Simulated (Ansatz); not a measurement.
Al, DFT, LDA, all-electron LAPW, scalar-relativistic (Ansatz 0.2.0), run on 1 thread of Intel(R) Xeon(R) Platinum 8488C (Sapphire Rapids) on a shared host.

The structure comes from a relaxation in the same program, started in the hcp type. Whether it is a known phase or the ground state wasn't checked. The listed cell was then made from it by scaling, straining or moving an atom.

Command: `ansatz run input.yaml --threads 1 --pin off --max-ram 2048MiB --backend cpu --events-out ev --progress --plain --runs-dir out`

```yaml
crystal:
  lattice:
    - [2.8329329771, 0.0, 0.0]
    - [-1.4164664885, 2.4533919254, 0.0]
    - [0.0, 0.0, 4.5956719135]
  atoms:
    - { symbol: Al, position: [0.3333333333, 0.6666666667, 0.25] }
    - { symbol: Al, position: [0.6666666667, 0.3333333333, 0.75] }
kpoints:
  mp_grid: { grid: [18, 18, 10] }
scf:
  occupations: { method: fermi_dirac, width: 0.03 }
hamiltonian:
  xc: lda
  pseudopotentials: { kind: all_electron, lapw: { basis_error: 0.0005 } }
output:
  forces: true
  stress: true
  eigenvalues: true
```

(1) How large is the problem that the program sets up?

(2) Estimate the wall time.

(3) And the same cell and mesh by PAW (frozen-core files), asked for forces, stress, eigenvalues, efg, on the same hardware?

Answers

(1) 222 irreducible k-points, 135 plane waves at Γ, 15 bands.

(2) 11 s of wall time for 5 SCF iterations. Times on shared machines scatter by tens of per cent.

(3) 3.4 s.
